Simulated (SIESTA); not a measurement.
The system is CoO.

```
Co O
1.0
     0.00000    2.13150    2.13150
     2.13150    0.00000    2.13150
     2.13150    2.13150    0.00000
Co O
1 1
Direct
  0.00000 0.00000 0.00000
  0.50000 0.50000 0.50000
```

Base run:

| Property | Result |
| --- | --- |
| Program | SIESTA 5.4.2 |
| Functional | PBE |
| Potentials or basis | PseudoDojo 0.4 standard (PBE files) |
| Basis | DZ (energy shift 0.002 Ry) |
| Grid cutoff | 800 Ry |
| Energy shift | 0.002 Ry |
| k mesh | 11 × 11 × 11 |
| Occupations | fermi-dirac, width 0.05 eV |
| Spin | collinear spin, ferromagnetic start |
| Starting moments | [2.0, 0.0] μB |

Its results: band gap on the k mesh none (metal or under the smearing width); pressure -3.7 GPa; net moment 2.98 μB per cell; site moments Co +2.62; O +0.36 μB.

**Question.** The run is repeated on the same cell with these changes: basis from DZ (energy shift 0.002 Ry) to DZP (energy shift 0.003 Ry; two zetas on semicore shells); energy shift from 0.002 Ry to 0.003 Ry. What comes out?

**Answer.** Band gap on the k mesh none (metal or under the smearing width); pressure -0.7 GPa; net moment 2.98 μB per cell; site moments Co +2.62; O +0.36 μB.

Caveats: the basis of atomic orbitals isn't converged, which shifts pressures, moduli and gaps; a cell with one magnetic atom can't hold antiferromagnetic order, which such compounds often take; semilocal functionals often make such compounds metallic where correlation or magnetic order opens a gap, which also shifts bond lengths; the basis has no polarisation orbitals (some runs); semicore shells carry a single zeta, which can move pressures by several GPa and volumes by a few percent (some runs); short orbitals over semicore shells can move pressures by several GPa (some runs).

Not every run made on this cell is shown here.
